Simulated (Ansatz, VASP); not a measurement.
## Ir (Ir wire along [111], 13 atoms a period): VASP beside Ansatz

Wanted: the spread between two codes on one cell, functional and k mesh. The structure shown is the start of the Ansatz relaxation below; VASP solves that cell, so the two are compared at the walk's first step.

Calculated with Ansatz 0.2.0; plane waves, with VASP 6.6.1 beside it; single point at PBE.

**1. Starting point**

The cell holds 13 atoms: 13 Ir. Its edges and angles: a = 12.273 Å, b = 11.540 Å, c = 6.703 Å, α = 90.0°, β = 90.0°, γ = 90.0°. Vacuum lies along a and b. The structure's axis is c.

**2. Ansatz: relaxation, PBE**

Ansatz runs on its PAW soft_1 files.

The two programs are compared at the cell with which this relaxation starts, whose forces are those of its first step.

input.yaml

```yaml
crystal:
  lattice:
    - [12.273, 0.0, 0.0]
    - [0.0, 11.54, 0.0]
    - [0.0, 0.0, 6.7030366253]
  atoms:
    - { symbol: Ir, position: [0.277030881, 0.499989716, 0.0] }
    - { symbol: Ir, position: [0.388515573, 0.70535205, 0.0] }
    - { symbol: Ir, position: [0.500000264, 0.499989716, 0.0] }
    - { symbol: Ir, position: [0.611484956, 0.70535205, 0.0] }
    - { symbol: Ir, position: [0.388515573, 0.431535605, 0.333333333] }
    - { symbol: Ir, position: [0.500000264, 0.636897938, 0.333333333] }
    - { symbol: Ir, position: [0.611484956, 0.431535605, 0.333333333] }
    - { symbol: Ir, position: [0.388515573, 0.568443827, 0.666666667] }
    - { symbol: Ir, position: [0.500000264, 0.363081494, 0.666666667] }
    - { symbol: Ir, position: [0.611484956, 0.568443827, 0.666666667] }
    - { symbol: Ir, position: [0.388515573, 0.294627383, 0.0] }
    - { symbol: Ir, position: [0.611484956, 0.294627383, 0.0] }
    - { symbol: Ir, position: [0.722969648, 0.499989716, 0.0] }
kpoints:
  mp_grid: { grid: [1, 1, 12] }
scf:
  occupations: { method: fermi_dirac, width: 0.05 }
hamiltonian:
  xc: pbe
  pseudopotentials: { kind: paw, azcp: { folder: soft_1 } }
relax:
  cell: { fix: [a, b, alpha, beta, gamma] }
  max_steps: 45
  f_tol: 0.03
```

Launch:

```
$ ansatz run input.yaml --threads 4 --pin off --max-ram 16384MiB --backend cpu --events-out ev --progress --plain --runs-dir out
```

Numbers of over 12 decimals in the logs are rounded to 6 here.

The log of the run:

```text
Engine: ansatz 0.2.0, aarch64-unknown-linux-gnu
Pseudopotentials: kind: paw
Pseudopotential: Ir, paw, valence charge 17, recommended cutoff 420 eV (normal), soft_1/Ir.paw.azcp
Functional definition: PBE
  parameter kappa = 0.804
  parameter beta = 0.066725
  exchange = pbe_x(kappa = kappa, mu = beta*pi^2/3)
  correlation = pbe_c(beta = beta)
Crystal: 13 atoms, lattice volume = 949.354 Å³
Basis set: ecut = 420 eV, 18565 PW (Γ), exchange–correlation on 180×160×90 points (8 copies of the dense FFT grid, shifted against one another)
Bands: 133, of which v1, the nominal top of the filled ones, is band 111 counted from 1 (110 counted from 0)
Symmetry: 4 space group operations
Space group: P2/m (ITA 10), of the structure as read, at distance tolerance 9.8e-5 Å
k-points: 7 of 12
Non-local potential: Ir, projectors of the file, l = 0: 3, l = 1: 2, l = 2: 2, l = 3: 1
PAW form: soft (Blöchl's): semilocal exchange-correlation on the pseudo side does not see the compensation charge
PAW one-centre angular grid: Ir, 590 points (default); XC on 64 Gauss nodes
Initial density: superposition of atomic densities (neutral atoms: chi_scale 0, normalization atom)
Initial wavefunctions: pseudopotential atomic-orbital guess
Functional: x = pbe(κ = 0.804, μ = 0.219515), c = pbe(β = 0.066725)
SCF iter   1: F=—  HF=-155153.786029 eV  |F-HF|=—  |Δ(HF+E_count)|=         —  Δρ=3.08e-2  dr2=1.91e1  ethr=3.10e-3  ⟨swp⟩=9.1  Hψ=3985  notcnv=0
preconditioner: auto → LDOS  [metal: Δε(μ)=0.040 eV  Ē_g=4.345 eV  σ=0.050 eV  W_gap=0.20  n_scr=154 (ndim 8)  ℏωp=13.0 eV  f_vac=0.630  D(μ)=44.80/eV (n_scr^D=398)  β→1.0]
SCF iter   2: F=—  HF=-155153.623192 eV  |F-HF|=—  |Δ(HF+E_count)|=   1.63e-1  Δρ=4.20e-2  dr2=2.15e1  ethr=3.10e-3  ⟨swp⟩=3.6  Hψ=2532  notcnv=0  defer=28
SCF iter   3: F=—  HF=-155149.360934 eV  |F-HF|=—  |Δ(HF+E_count)|=    4.26e0  Δρ=7.38e-3  dr2=7.04e-1  ethr=3.10e-3  ⟨swp⟩=3.0  Hψ=1674  notcnv=0  defer=26
SCF iter   4: F=—  HF=-155149.295899 eV  |F-HF|=—  |Δ(HF+E_count)|=   6.50e-2  Δρ=4.61e-3  dr2=1.85e-1  ethr=3.18e-4  ⟨swp⟩=2.6  Hψ=1452  notcnv=0  defer=26
SCF iter   5: F=—  HF=-155149.274657 eV  |F-HF|=—  |Δ(HF+E_count)|=   2.12e-2  Δρ=1.93e-3  dr2=3.08e-2  ethr=8.35e-5  ⟨swp⟩=2.0  Hψ=1491  notcnv=0  defer=26
SCF iter   6: F=—  HF=-155149.274435 eV  |F-HF|=—  |Δ(HF+E_count)|=   2.22e-4  Δρ=7.64e-4  dr2=8.16e-3  ethr=1.39e-5  ⟨swp⟩=2.1  Hψ=1202  notcnv=0  defer=26
SCF iter   7: F=—  HF=-155149.273857 eV  |F-HF|=—  |Δ(HF+E_count)|=   5.78e-4  Δρ=3.55e-4  dr2=1.92e-3  ethr=3.69e-6  ⟨swp⟩=2.1  Hψ=1314  notcnv=0  defer=26
SCF iter   8: F=—  HF=-155149.273779 eV  |F-HF|=—  |Δ(HF+E_count)|=   7.76e-5  Δρ=1.78e-4  dr2=5.55e-4  ethr=8.67e-7  ⟨swp⟩=2.3  Hψ=1142  notcnv=0  defer=22
SCF iter   9: F=—  HF=-155149.273777 eV  |F-HF|=—  |Δ(HF+E_count)|=   2.30e-6  Δρ=7.57e-5  dr2=8.51e-5  ethr=2.51e-7  ⟨swp⟩=2.0  Hψ=1270  notcnv=0  defer=22
SCF iter  10: F=—  HF=-155149.273950 eV  |F-HF|=—  |Δ(HF+E_count)|=   1.73e-4  Δρ=3.36e-5  dr2=1.29e-5  ethr=3.85e-8  ⟨swp⟩=2.0  Hψ=1309  notcnv=0  defer=22
SCF iter  11: F=—  HF=-155149.273951 eV  |F-HF|=—  |Δ(HF+E_count)|=   1.27e-6  Δρ=1.21e-5  dr2=2.28e-6  ethr=5.84e-9  ⟨swp⟩=2.0  Hψ=1207  notcnv=0  defer=22
SCF iter  12: F=—  HF=-155149.273951 eV  |F-HF|=—  |Δ(HF+E_count)|=   3.51e-7  Δρ=5.53e-6  dr2=3.88e-7  ethr=1.03e-9  ⟨swp⟩=2.0  Hψ=1285  notcnv=0  defer=22
SCF iter  13: F=-155149.273951 eV  HF=-155149.273951 eV  |F-HF|=4.13e-9  |Δ(HF+E_count)|=   3.89e-8  Δρ=1.92e-6  dr2=4.32e-8  ethr=4.52e-11  ⟨swp⟩=5.0  Hψ=3233  notcnv=0
SCF 1 converged in 13 iterations: F = -155149.273951 eV  dr2 = 4.32e-8
  greatest PAW one-centre occupation: 1.000 electrons in one spin orbital (limit 2), on the Ir atom at site 2 (counted from 0), in its partial waves of l = 0
relax step   1: F+E_penalty+E_count = -155149.27395118 eV  Δ(F+E_penalty+E_count) = +0.000e0 eV  max|allowed force component| = 2.975e0 eV/Å  Δτ_max = 0.0000 Å  P = -5.836 GPa  Ω = 949.354 Å³  fix = [a, b, alpha, beta, gamma]  reactions: a -5.338, b -5.361 GPa; alpha -0.006 GPa/rad  (13 SCF iters, dr2 threshold 1.00e-7 eV, accepted)
[...]
relax step   4: F+E_penalty+E_count = -155152.42037036 eV  Δ(F+E_penalty+E_count) = -1.015e-1 eV  max|allowed force component| = 1.224e-1 eV/Å  Δτ_max = 0.0318 Å  P = -0.105 GPa  Ω = 904.550 Å³  energy of the carried Pulay correction = +4.020e-3 eV  fix = [a, b, alpha, beta, gamma]  reactions: a -0.123, b -0.149 GPa; alpha -0.003 GPa/rad  (7 SCF iters, dr2 threshold 1.30e-6 eV, accepted)
[...]
relax step   5: F+E_penalty+E_count = -155152.42265776 eV  Δ(F+E_penalty+E_count) = -2.287e-3 eV  max|allowed force component| = 1.439e-2 eV/Å  Δτ_max = 0.0047 Å  P = +0.004 GPa  Ω = 905.377 Å³  energy of the carried Pulay correction = +3.943e-3 eV  fix = [a, b, alpha, beta, gamma]  reactions: a +0.027, b -0.001 GPa; alpha -0.003 GPa/rad  (6 SCF iters, dr2 threshold 9.37e-7 eV, accepted)
[...]
relax step   6: F+E_penalty+E_count = -155152.41753229 eV  Δ(F+E_penalty+E_count) = +5.125e-3 eV  max|allowed force component| = 1.493e-2 eV/Å  Δτ_max = 0.0000 Å  P = +0.008 GPa  Ω = 905.377 Å³  fix = [a, b, alpha, beta, gamma]  reactions: a +0.032, b +0.003 GPa; alpha -0.003 GPa/rad  stress off target by 1.07e-2 GPa on what of the cell is left free  SCF on the basis re-selected at this cell (its energy is not comparable with the rows above)  (8 SCF iters)
basis re-selected at this cell: Δ(F+E_penalty+E_count) = +5.125e-3 eV, ΔP = +0.005 GPa vs the last step (what re-selecting the basis moved, of the pressure what is left beyond the Pulay correction that the steps carried, after the strain that the cell walked since its last selection, with what the two solves' SCF thresholds leave and, on support functions, any second-order correction that the steps lacked; it is no m [...]
SCF converged after 8 iterations
Free energy (F): -155152.417532 eV
Harris-Foulkes:  -155152.417532 eV  (|F-HF|=2.91e-11)
Internal energy: -155152.195703 eV  (E = F + TS)
E sigma→0 (E₀):  -155152.306618 eV
Entropy (-TS):   -0.221829 eV (-17.064 meV/atom)
Fermi energy:    1.244840 eV
--- Per-component energies (eV) ---
  E_band       = -6302.511560
  E_kinetic    = 7009.376745
  E_local      = -114245.021898  (includes V_loc(G=0)·N_el)
  E_nonlocal   = 2487.795636
  E_hartree    = 52701.501131
  E_xc         = -2965.948196
  E_vxc        = -3298.422109  (∫ρ·V_xc dr)
  E_paw        = -120454.433952  (= ΣΔE_a)
  E_vpaw       = -3659.247157  (= ΣTr[D̂ρ^β])
  E_aug_tail   = 0.004711  (compensation charges beyond the density's cutoff)
  E_ewald      = 20314.530119
  E_smearing   = -0.221829  (= −TS)
  E_closure    = 0.000000  (closes the sum)
  Σ components = -155152.417532   (vs F -155152.417532, Δ=0.00e0)
--- Forces (eV/Å), atoms counted from 1 ---
  atom   1  Ir     0.00492509    -0.00000000    -0.00000000
  atom   2  Ir     0.00455351    -0.00434115    -0.00024977
  atom   3  Ir     0.00000000     0.00000000    -0.00000000
  atom   4  Ir    -0.00455351    -0.00434115    -0.00024977
  atom   5  Ir     0.00773440     0.00632630     0.01421941
  atom   6  Ir    -0.00000000    -0.01133516     0.01493190
  atom   7  Ir    -0.00773440     0.00632630     0.01421941
  atom   8  Ir     0.00773440    -0.00632630    -0.01421941
  atom   9  Ir     0.00000000     0.01133516    -0.01493190
  atom  10  Ir    -0.00773440    -0.00632630    -0.01421941
  atom  11  Ir     0.00455351     0.00434115     0.00024977
  atom  12  Ir    -0.00455351     0.00434115     0.00024977
  atom  13  Ir    -0.00492509     0.00000000     0.00000000
  max |Σ_I F_I| component: 3.85e-18 eV/Å
--- Stress (GPa, compression-positive) ---
        0.031956       0.000000       0.000000
        0.000000       0.003404       0.002637
        0.000000       0.002637      -0.010709
  P = ⅓ Tr σ = 0.0082 GPa (0.082 kbar)
--- Relaxed structure (5 steps of the walk, 5 accepted, 1 SCFs on fresh bases) ---
  F+E_penalty+E_count = -155152.41753229 eV   max|allowed force component| = 1.493e-2 eV/Å   (the final SCF, on the basis selected at the relaxed cell)
  cell:  # Å, volume = 905.3771 Å³
    - [12.273, 0.0, 0.0]
    - [0.0, 11.54, 0]
    - [0.0, 0, 6.392533]
  atoms:
    - { symbol: Ir, position: [0.290872, 0.499990, 0] }
    - { symbol: Ir, position: [0.395448, 0.692723, 4.335775239856813e-6] }
    - { symbol: Ir, position: [0.5, 0.499990, 0] }
    - { symbol: Ir, position: [0.604552, 0.692723, 4.335775239856813e-6] }
    - { symbol: Ir, position: [0.392836, 0.434274, 0.339736] }
    - { symbol: Ir, position: [0.5, 0.631533, 0.339839] }
    - { symbol: Ir, position: [0.607164, 0.434274, 0.339736] }
    - { symbol: Ir, position: [0.392836, 0.565706, 0.660264] }
    - { symbol: Ir, position: [0.5, 0.368446, 0.660161] }
    - { symbol: Ir, position: [0.607164, 0.565706, 0.660264] }
    - { symbol: Ir, position: [0.395448, 0.307257, -4.33577523985693e-6] }
    - { symbol: Ir, position: [0.604552, 0.307257, -4.33577523985693e-6] }
    - { symbol: Ir, position: [0.709128, 0.499990, 0] }
```

Reading the cycles: dr2 is the Hartree energy of the density residual (eV), the measure of convergence; HF is the Harris–Foulkes estimate of the energy, which meets the free energy F at convergence.

(Continued in part 2 of 2.)

[Lines on the potential files, build, host, timing and source positions are cut from VASP's logs without a mark.]

[Logs are printed without paths, hosts, clocks, repeated set-up lines and the standing remarks that a program may print on its own settings, such as how far it seeks lower states.]

[Hosts, paths, dates, database ids (printed as entryN), source tags and the programs' standing remarks are cut or masked in the printed files.]
